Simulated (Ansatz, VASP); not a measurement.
**One calculation of P, two programs**

```
P
1.0
     3.18897    0.00000    0.00000
    -1.59449    2.76173    0.00000
     0.00000    0.00000   28.00000
P
2
Direct
  0.33333 0.66667 0.52250
  0.66667 0.33333 0.47750
```

Change from the starting cell: biaxial strain -0.020, atoms relaxed.

Alike in both runs: functional PBE; dispersion D3(BJ); k mesh 9 × 9 × 1; occupations gaussian, width 0.02 eV; no spin polarisation.

Ansatz relaxed the structure, and its values are those at the end. VASP's run is a single point on that final structure, the one shown.

|  | VASP | Ansatz |
| --- | --- | --- |
| version | VASP 6.6.1 | Ansatz 0.2.0 |
| potentials or method | VASP PAW PBE potentials, release 64 (P) | scalar-relativistic, plane waves, PAW |
| plane-wave cutoff (eV) | 520 | 420 |
| valence electrons in the cell | 10 | 10 |

Ansatz gave:

| Property | Result |
| --- | --- |
| gap on the k mesh at the Fermi level (eV) | 1.73 |
| least direct gap on the mesh (eV) | 2.33 |
| rms of the force components (eV/Å) | 0.000 |

**Question.** Estimate VASP's values.

**Answer.** gap on the k mesh at the Fermi level (eV): 1.71; least direct gap on the mesh (eV): 2.38; rms of the force components (eV/Å): 0.058.

Ansatz warned: «stress_scf_threshold_loose».
